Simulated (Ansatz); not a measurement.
BaTiO3: reading a single point

```
Ba Ti O
1.0
     4.05039    0.00000    0.00000
     0.01025    4.05038    0.00000
     0.01025    0.01022    4.05036
Ba Ti O
1 1 3
Direct
  0.00000 0.00000 0.00000
  0.48700 0.48700 0.48700
  0.50920 0.50920 0.01890
  0.01890 0.50920 0.50920
  0.50920 0.01890 0.50920
```

Method: PBE, no spin polarisation; PAW, plane waves to 420 eV, 6×6×6 Γ-centred mesh, fermi-dirac occupations (width 0.1 eV) (Ansatz 0.2.0), atoms fixed.

Question: Is there a gap, and of what kind?

Answer: The gap is 2.30 eV, indirect (the least direct gap found is 2.67 eV). A semilocal functional usually gives too small a gap.

Question: Is it stable against the elements?

Answer: -3.10 eV an atom against the elements' usual phases (free molecules for gases, crystals otherwise, with no correction for O₂ or N₂), so it is bound against them; other compounds may still compete. Relaxing would lower it.

Question: How is the charge shared?

Answer: Bader charges in e: Ba +1.54, Ti +2.20, O -1.25. In the mean Ti gives up most and O takes most.

Question: Where is the largest force?

Answer: The largest is on Ti2: 0.32 eV/Å, components (-0.18, -0.18, -0.18). It makes 58° with the line to a nearest neighbour, O3 at 1.90 Å.

Origin: a database entry at a rescaled volume.
